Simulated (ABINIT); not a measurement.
**AlRu in ABINIT: the effect of functional**

The system is AlRu.

```xyz
2
Lattice="2.9916 0.0000 0.0000 0.0000 2.9916 0.0000 0.0000 0.0000 2.9916" Properties=species:S:1:pos:R:3 pbc="T T T"
Ru    1.4958    1.4958    1.4958
Al    0.0000    0.0000    0.0000
```

Alike in all runs:

| Property | Result |
| --- | --- |
| Program | ABINIT 10.8.3 (patched build) |
| Task | single point |
| Potentials or basis | JTH PAW PBE v2.0 |
| Cutoff | 490 eV |
| k mesh | 9 × 9 × 9 |
| Occupations | fermi-dirac, width 0.05 eV |
| Spin | no spin polarisation |

```tsv
functional	pressure (GPa)
LDA	-6.7
PBEsol	-2.7
RPBE	5.7
BLYP	?
AM05	-3.5
r2SCAN	-1.2
SCAN	-4.9
revPBE	4.9
PW91	2.8
WC	-1.7
```

Task: What does the run with functional BLYP give?

Result: Pressure 9.8 GPa.

Caveats: the PAW data sets were made with another functional, which shifts forces and pressure a little.

Runs at the PBE level aren't shown here.
